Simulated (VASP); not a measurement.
Crystal: Pd.

```
Pd
1.0
    -1.57228    1.57228    1.57228
     1.57228   -1.57228    1.57228
     1.57228    1.57228   -1.57228
Pd
1
Direct
  0.00000 0.00000 0.00000
```

This isn't the form of Pd at room conditions, which is fcc.

```yaml
Program: VASP 6.6.1
Task: single point
Functional: PBE
Potentials_or_basis: VASP PAW PBE potentials, release 64 (Pd)
Cutoff: 900 eV
k_mesh: 18 × 18 × 18
Occupations: gaussian, width 0.1 eV
Spin: no spin polarisation
```

On this cell: pressure -1.5 GPa; band gap on the k mesh none (metal or under the smearing width).

The same run follows on a disturbed copy (grid = ENCUT=900 k=18x18x18 ISMEAR=0 SIGMA=0.1 PREC=Accurate EDIFF=1e-08 LREAL=False ADDGRID=False LASPH=True; cell strained at random at fixed volume):

```
Pd
1.0
    -1.53454    1.57038    1.57191
     1.55658   -1.55144    1.57501
     1.57184    1.58874   -1.55297
Pd
1
Cartesian
  0.1102 -0.0009 0.0902
```

**Question.** What does the disturbed cell give?

**Answer.** The energy (extrapolated to zero smearing) moves by +3.5 meV/atom; pressure -1.2 GPa; band gap on the k mesh none (metal or under the smearing width).

Stress tensor (GPa, compression positive):
```
-1.28 -2.01 -1.08
-2.01 -1.20 -0.90
-1.08 -0.90 -1.20
```
